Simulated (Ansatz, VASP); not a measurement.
MoSe in VASP and in Ansatz

```xyz
2
Lattice="0.0000 2.8929 2.8929 2.8929 0.0000 2.8929 2.8929 2.8929 0.0000" Properties=species:S:1:pos:R:3 pbc="T T T"
Mo    0.0000    0.0000    0.0000
Se    2.8929    2.8929    2.8929
```

Change from the starting cell: as made, not relaxed: species swapped into the LuSb type (Fm-3m, No. 225).

Alike in both runs: task single point; functional PBE; k mesh 8 × 8 × 8; occupations fermi-dirac, width 0.05 eV; no spin polarisation.

```csv
,VASP,Ansatz
version,VASP 6.6.1,Ansatz 0.2.0
potentials or method,"VASP PAW PBE potentials, release 64 (Mo_sv, Se)",Ansatz PAW soft_1
plane-wave cutoff (eV),520,420
valence electrons in the cell,20,30
```

|  | VASP | Ansatz | Ansatz less VASP |
| --- | --- | --- | --- |
| gap on the k mesh at the Fermi level (eV) | none | none | - |
| pressure (GPa) | -20.3 | -20.3 | -0.05 |

A gap of «none» marks a metal or a gap that the smearing closes. The two sets of potentials don't hold the same shells in valence.

Caveats: so large a pressure means that the cell lies far from this level's equilibrium, or that cutoff or potentials fall short.
